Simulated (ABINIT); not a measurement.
Runs of ABINIT 10.8.3 (patched build) on Hf. The structure is cubic, space group Im-3m (No. 229). Conventional cell: a = 3.610 Å, b = 3.610 Å, c = 3.610 Å, α = 90.00°, β = 90.00°, γ = 90.00°. Hf (site symmetry m-3m) has 8 Hf at 3.13 Å as nearest neighbours. This isn't the form of Hf at room conditions, which is hcp.

```csv
potentials or basis,cutoff (eV),fine-grid cutoff,gap on the mesh (eV),pressure (GPa)
SG15 NC PBE v1.2,980,-,none,-11.5
"Ansatz PAW PBE default generated set, frozen core",490,979.61 eV,none,-5.5
JTH PAW PBE v2.0,626,1224.51 eV,none,-5.5
Ansatz NC r2SCAN,1469,-,none,-5.5
PseudoDojo NC SR PBE v0.4.1 standard,952,-,none,(a)
```

Alike in all rows: task single point; level r2SCAN; no spin polarisation; cell as given; k mesh 10 × 10 × 10; smearing fermi-dirac 0.05 eV.

Q: Fill in the values left out.

A: (a) -6.9.

Caveats: the potentials were made for another functional, which shifts forces and pressure (some runs); the PAW data sets were made with another functional, which shifts forces and pressure a little (some runs); a meta-GGA on potentials with a model core is unreliable (some runs).

A k mesh can miss the band edges, and the runs leave out spin-orbit coupling on Hf.

A gap of «none» marks a metal or a gap under the smearing width.

The runs don't all hold the same shells in valence.
